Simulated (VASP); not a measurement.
# Te2Mo (P6_3/mmc) in VASP: single point with HSE06

Aim: the single point of Te2Mo with HSE06.

All numbers are computed with VASP 6.6.1; they aren't measurements. Logs are shortened: lines on timing, memory, paths and dates and some standing lists are left out, and cuts for length are marked.

### 1 Starting point

It takes space group P6_3/mmc (No. 194, hexagonal). Conventional cell: a = 3.518 Å, b = 3.518 Å, c = 13.974 Å, α = 90.00°, β = 90.00°, γ = 120.00°. Mo (site symmetry -6m2) is surrounded by 6 Te at 2.72 Å. Te (site symmetry 3m) has 3 Mo at 2.72 Å as nearest neighbours.

### 2 Single point, HSE06, collinear spin, ferromagnetic start

The input, POSCAR:

```
Te2Mo
1.0
    3.5181997400      0.0000000000      0.0000000000
   -1.7590998700      3.0468503500      0.0000000000
    0.0000000000      0.0000000000     13.9735999500
Mo Te
2 4
Direct
    0.3333333333      0.6666666667      0.2500000000
    0.6666666667      0.3333333333      0.7500000000
    0.3333333333      0.6666666667      0.6210000000
    0.6666666667      0.3333333333      0.1210000000
    0.3333333333      0.6666666667      0.8790000000
    0.6666666667      0.3333333333      0.3790000000
```

The input, INCAR.step1:

```
PREC     = Accurate       # precision mode
ENCUT    = 450            # plane-wave cutoff, eV
EDIFF    = 1E-5           # SCF threshold, eV
ISMEAR   = 0              # smearing method
SIGMA    = 0.05           # smearing width, eV
LREAL    = F              # projectors in reciprocal space
LASPH    = T              # aspherical terms in the spheres
NELM     = 80             # most SCF steps
ALGO     = Normal         # electronic algorithm
ISIF     = 2              # what is computed and relaxed
LWAVE    = T              # write WAVECAR
LCHARG   = F              # write CHGCAR
ISPIN    = 2              # spin polarisation
MAGMOM   = 2 2 0 0 0 0    # initial moments
LORBIT   = 11             # projections on sites
LMAXMIX  = 4              # l up to which the mixer works
NBANDS   = 39             # bands
TIME     = 0.4          
GGA      = PE             # functional
KPAR     = 4
```

The input, INCAR.step2:

```
PREC     = Accurate       # precision mode
ENCUT    = 450            # plane-wave cutoff, eV
EDIFF    = 1E-5           # SCF threshold, eV
ISMEAR   = 0              # smearing method
SIGMA    = 0.05           # smearing width, eV
LREAL    = F              # projectors in reciprocal space
LASPH    = T              # aspherical terms in the spheres
NELM     = 80             # most SCF steps
ALGO     = Damped         # electronic algorithm
ISIF     = 2              # what is computed and relaxed
LWAVE    = F              # write WAVECAR
LCHARG   = F              # write CHGCAR
ISPIN    = 2              # spin polarisation
MAGMOM   = 2 2 0 0 0 0    # initial moments
LORBIT   = 11             # projections on sites
LMAXMIX  = 4              # l up to which the mixer works
GGA      = PE             # functional
LHFCALC  = T              # exact exchange
HFSCREEN = 0.2            # screening, 1/A
PRECFOCK = Fast         
NBANDS   = 39             # bands
TIME     = 0.4          
ISTART   = 1            
KPAR     = 4
```

The input, KPOINTS:

```
Automatic mesh
0
Gamma
  5 5 1
```

Potentials or basis: VASP PAW PBE potentials, release 64 (Mo_sv, Te).

Started as:

```console
cat potpaw_PBE.64/Mo_sv/POTCAR potpaw_PBE.64/Te/POTCAR > POTCAR
cp INCAR.step1 INCAR
mpirun -np 4 vasp_std > vasp.out
cp INCAR.step2 INCAR
mpirun -np 4 vasp_std > vasp.out
```

OUTCAR:

```text
PREC = Accurate
   ENCUT = 450
   EDIFF = 1E-5
   ISMEAR = 0
   LREAL = F
   LASPH = T
   NELM = 80
   ISIF = 2
   ISPIN = 2
   LORBIT = 11
   GGA = PE
   LHFCALC = T
   HFSCREEN = 0.2
   PRECFOCK = Fast
   ISTART = 1

 ion  position               nearest neighbor table
   1  0.333  0.667  0.250-   4 2.72   6 2.72   4 2.72   6 2.72   4 2.72   6 2.72
   2  0.667  0.333  0.750-   3 2.72   5 2.72   3 2.72   5 2.72   3 2.72   5 2.72
   3  0.333  0.667  0.621-   2 2.72   2 2.72   2 2.72   5 3.61
   4  0.667  0.333  0.121-   1 2.72   1 2.72   1 2.72   6 3.61
   5  0.333  0.667  0.879-   2 2.72   2 2.72   2 2.72   3 3.61
   6  0.667  0.333  0.379-   1 2.72   1 2.72   1 2.72   4 3.61

  LATTYP: Found a hexagonal cell.
 ALAT       =     3.5181997400
 C/A-ratio  =     3.9718040426

  Lattice vectors:

 A1 = (   3.5181997400,   0.0000000000,   0.0000000000)
 A2 = (  -1.7590998700,   3.0468503500,   0.0000000000)
 A3 = (   0.0000000000,   0.0000000000,  13.9735999500)

Analysis of symmetry for initial positions (statically):
=====================================================================
 Subroutine PRICEL returns:
 Original cell was already a primitive cell.

 Routine SETGRP: Setting up the symmetry group for a
 hexagonal supercell.

 Subroutine GETGRP returns: Found 24 space group operations
 (whereof 12 operations were pure point group operations)
 out of a pool of 24 trial point group operations.

The static configuration has the point symmetry D_3d.
 The point group associated with its full space group is D_6h.

Analysis of symmetry for dynamics (positions and initial velocities):
=====================================================================
 Subroutine PRICEL returns:
 Original cell was already a primitive cell.

 Routine SETGRP: Setting up the symmetry group for a
 hexagonal supercell.

 Subroutine GETGRP returns: Found 24 space group operations
 (whereof 12 operations were pure point group operations)
 out of a pool of 24 trial point group operations.

The dynamic configuration has the point symmetry D_3d.
 The point group associated with its full space group is D_6h.

Analysis of structural, dynamic, and magnetic symmetry:
=====================================================================
 Subroutine PRICEL returns:
 Original cell was already a primitive cell.

 Routine SETGRP: Setting up the symmetry group for a
 hexagonal supercell.

 Subroutine GETGRP returns: Found 24 space group operations
 (whereof 12 operations were pure point group operations)
 out of a pool of 24 trial point group operations.

The overall configuration has the point symmetry D_3d.
 The point group associated with its full space group is D_6h.

 Subroutine INISYM returns: Found 24 space group operations
 (whereof 12 operations are pure point group operations),
 and found     1 'primitive' translations

----------------------------------------------------------------------------------------

                                     Primitive cell

  volume of cell :     149.7890

  direct lattice vectors                    reciprocal lattice vectors
     3.518199740  0.000000000  0.000000000     0.284236278  0.164103892  0.000000000
    -1.759099870  3.046850350  0.000000000     0.000000000  0.328207783  0.000000000
     0.000000000  0.000000000 13.973599950     0.000000000  0.000000000  0.071563520

  length of vectors
     3.518199740  3.518199740 13.973599950     0.328207783  0.328207783  0.071563520

  position of ions in fractional coordinates (direct lattice)
     0.333333333  0.666666667  0.250000000
     0.666666667  0.333333333  0.750000000
     0.333333333  0.666666667  0.621000000
     0.666666667  0.333333333  0.121000000
     0.333333333  0.666666667  0.879000000
     0.666666667  0.333333333  0.379000000

  ion indices of the primitive-cell ions
[... 42 lines left out ...]
   number of dos      NEDOS =    301   number of ions     NIONS =      6
   total plane-waves  NPLWV =  56448
   dimension x,y,z NGX =    24 NGY =   24 NGZ =   98
   dimension x,y,z NGXF=    48 NGYF=   48 NGZF=  196
   ions per type =               2   4
   NGX,Y,Z   is equivalent  to a cutoff of  11.34, 11.34, 11.66 a.u.
   NGXF,Y,Z  is equivalent  to a cutoff of  22.68, 22.68, 23.32 a.u.
 SYSTEM =  unknown system
   PREC   = accura    normal or accurate (medium, high low for compatibility)
   ISTART =      1    job   : 0-new  1-cont  2-samecut
   ICHARG =      0    charge: 1-file 2-atom 10-const
   ISPIN  =      2    spin polarized calculation?
   LNONCOLLINEAR =      F non collinear calculations
   LSORBIT =      F    spin-orbit coupling
   LASPH  =      T    aspherical Exc in radial PAW
   ENCUT  =  450.0 eV  33.07 Ry    5.75 a.u.   6.09  6.09 24.17*2*pi/ulx,y,z
   NELM   =     80;   NELMIN=  2; NELMDL=  0     # of ELM steps
   EDIFF  = 0.1E-04   stopping-criterion for ELM
   LREAL  =      F    real-space projection
   EDIFFG = 0.1E-03   stopping-criterion for IOM
   NSW    =      0    number of steps for IOM
   IBRION =     -1    ionic relax: 0-MD 1-quasi-New 2-CG
   NFREE  =      0    steps in history (QN), initial steepest desc. (CG)
   ISIF   =      2    stress and relaxation
   ISYM   =      3    0-nonsym 1-usesym 2-fastsym
   POTIM  = 0.5000    time-step for ionic-motion
   TEBEG  =    0.0;   TEEND  =   0.0 temperature during run
   PSTRESS=    0.0 pullay stress
   NELECT =      52.0000    total number of electrons
   NUPDOWN=      -1.0000    fix difference up-down
   EMIN   =  10.00;   EMAX   =-10.00  energy-range for DOS
   EFERMI =   0.00;   METHOD = LEGACY
   ISMEAR =     0;   SIGMA  =   0.05  broadening in eV -4-tet -1-fermi 0-gaus
   EFERMI_NEDOS =   21; number of points for ismear=-14 and -15
   IALGO  =     53    algorithm
   IMIX   =      4    mixing-type and parameters
     AMIX     =   0.40;   BMIX     =  1.00
     AMIX_MAG =   1.60;   BMIX_MAG =  1.00
  volume/ion in A,a.u.               =      24.96       168.47
  Fermi-wavevector in a.u.,A,eV,Ry     =   1.150578  2.174277 18.011789  1.323829
  Thomas-Fermi vector in A             =   2.287241
   LORBIT       =     11    0 simple, 1 ext, 2 COOP (PROOUT), +10 PAW based schemes
   GGA     = PE    functional components
   LHFCALC =     T    Hartree Fock is set to
   PRECFOCK=fast      Normal, Fast or Accurate (Low or Medium for compatibility)
   ENCUT4O =  -1.0   cutoff for four orbital integrals eV
   NKREDX  =     1    reduce k-point grid by
   NKREDY  =     1    reduce k-point grid by
   NKREDZ  =     1    reduce k-point grid by
   AEXX    =    0.2500 exact exchange contribution
   HFSCREEN=    0.2000 screening length (either q_TF or 0.3 A-1)
   HFSCREENC=   0.2000 screening length for correlation (either q_TF or 0.3 A-1)
   ENCUTFOCK=  -1.0 apply spherical cutoff to Coloumb kernel
   IVDW    =     0    specifies the selected vdW correction
   LEPSILON=     F    determine dielectric tensor
   LRPA    =     F    only Hartree local field effects (RPA)
 spin polarized calculation
 Gauss-broadening in eV      SIGMA  =   0.05
  energy-cutoff  :      450.00
  volume of cell :      149.79
 maximum number of plane-waves:      3272
  NGX = 14; NGY = 14; NGZ = 56
   NGX = 13   NGY = 13   NGZ = 49

 number of electron      52.0000009 magnetization      -0.0000000

 number of electron      52.0000009 magnetization       0.0000000

 Free energy of the ion-electron system (eV)
  ---------------------------------------------------
  ext. energy  EPLUGINS =         0.00000000
  ---------------------------------------------------
  free energy    TOTEN  =       -43.70515957 eV

  energy without entropy =      -43.70515957  energy(sigma->0) =      -43.70515957

 E-fermi :   8.0749     XC(G=0):  -8.6267

 val. band max:        7.8212661892   @ k =   0.0000   0.0000   0.0000
 cond. band min:       8.9422495592   @ k =   0.2000   0.2000   0.0000
 fundamental gap:      1.1209833700
 Fermi energy:         8.0748804210

 spin component 1

 k-point     1 :       0.0000    0.0000    0.0000
  band No.  band energies     occupation
      1     -57.0697      1.00000
      2     -57.0697      1.00000
      3     -29.8217      1.00000
      4     -29.8216      1.00000
      5     -29.6711      1.00000
      6     -29.6711      1.00000
[... 194 lines left out ...]
     37      14.1496      0.00000
     38      15.4107      0.00000
 Fermi energy:         8.0748804210

 spin component 2

 k-point     1 :       0.0000    0.0000    0.0000
  band No.  band energies     occupation
      1     -57.0697      1.00000
      2     -57.0697      1.00000
      3     -29.8218      1.00000
      4     -29.8216      1.00000
      5     -29.6711      1.00000
      6     -29.6711      1.00000
[... 194 lines left out ...]
     37      14.1496      0.00000
     38      15.4107      0.00000
 [bands above 38 left out]

------------------------ aborting loop because EDIFF is reached ----------------------------------------

  FORCE on cell =-STRESS in cart. coord.  units (eV):
  Direction    XX          YY          ZZ          XY          YZ          ZX
  --------------------------------------------------------------------------------------
  -------------------------------------------------------------------------------------
  Total       -0.8138061     -0.8138061     -0.6635117      0.0000000      0.0000000     -0.0000000
  in kB       -8.7046561     -8.7046561     -7.0970722      0.0000000      0.0000000     -0.0000000
  external PRESSURE =      -8.1687948 kB  Pullay stress =       0.0000000 kB

 VOLUME and BASIS-vectors are now :
 -----------------------------------------------------------------------------
  energy-cutoff  :      450.00
  volume of cell :      149.79
      direct lattice vectors                 reciprocal lattice vectors
     3.518199740  0.000000000  0.000000000     0.284236278  0.164103892  0.000000000
    -1.759099870  3.046850350  0.000000000     0.000000000  0.328207783  0.000000000
     0.000000000  0.000000000 13.973599950     0.000000000  0.000000000  0.071563520

 POSITION                                       TOTAL-FORCE (eV/Angst)
 -----------------------------------------------------------------------------------
     -0.00000      2.03123      3.49340        -0.000000      0.000000      0.000000
      1.75910      1.01562     10.48020         0.000000     -0.000000      0.000000
     -0.00000      2.03123      8.67761        -0.000000     -0.000000      0.401042
      1.75910      1.01562      1.69081        -0.000000      0.000000      0.401042
     -0.00000      2.03123     12.28279         0.000000     -0.000000     -0.401042
      1.75910      1.01562      5.29599        -0.000000      0.000000     -0.401042
 -----------------------------------------------------------------------------------
    total drift:                               -0.000000      0.000000     -0.000000

  FREE ENERGIE OF THE ION-ELECTRON SYSTEM (eV)
  ---------------------------------------------------
  free  energy   TOTEN  =       -43.7051595718 eV

  energy  without entropy=      -43.7051595718  energy(sigma->0) =      -43.70515957

 total charge

# of ion       s       p       d       tot
------------------------------------------
    1        2.251   6.155   3.937  12.343
    2        2.251   6.155   3.937  12.343
    3        1.348   2.115   0.066   3.530
    4        1.348   2.115   0.066   3.530
    5        1.348   2.115   0.066   3.530
    6        1.348   2.115   0.066   3.530
--------------------------------------------------
tot          9.895  20.772   8.139  38.805

 magnetization (x)

# of ion       s       p       d       tot
------------------------------------------
    1       -0.000  -0.000  -0.000  -0.000
    2       -0.000  -0.000  -0.000  -0.000
    3        0.000   0.000  -0.000   0.000
    4        0.000   0.000  -0.000   0.000
    5        0.000   0.000  -0.000   0.000
    6        0.000   0.000  -0.000   0.000
--------------------------------------------------
tot          0.000   0.000  -0.000  -0.000
```

Wall time 8.9 min (4 MPI ranks of Intel Xeon 6975P-C (Granite Rapids), shared host); peak memory 0.41 GiB.

What came out:

| Item | Value |
| --- | --- |
| Free energy | -43.7052 eV |
| Pressure | -0.8 GPa |
| Largest force | 0.401 eV/Å |
| Band gap on the k mesh | 1.12 eV, indirect (least direct gap 1.81 eV) |
| Net moment | 0.00 μB per cell |
| Valence electrons inside the program's atomic spheres | Mo 12.34; Te 3.53 |

Forces on the atoms (eV/Å):
```
Mo   0.000  0.000  0.000
Mo   0.000  0.000  0.000
Te   0.000  0.000  0.401
Te   0.000  0.000  0.401
Te   0.000  0.000 -0.401
Te   0.000  0.000 -0.401
```

Caveat: the k mesh is coarse (spacing up to 0.45 Å⁻¹), so the values aren't converged, least of all with exact exchange; the PAW data sets were made with another functional, which shifts forces and pressure a little; spin-orbit coupling is left out, which moves the levels of the heavy elements; an odd mesh through Γ misses points on the zone boundary, where band edges often lie; this functional lacks dispersion, which binds the layers, so the pressure and a relaxed spacing across them are unreliable.
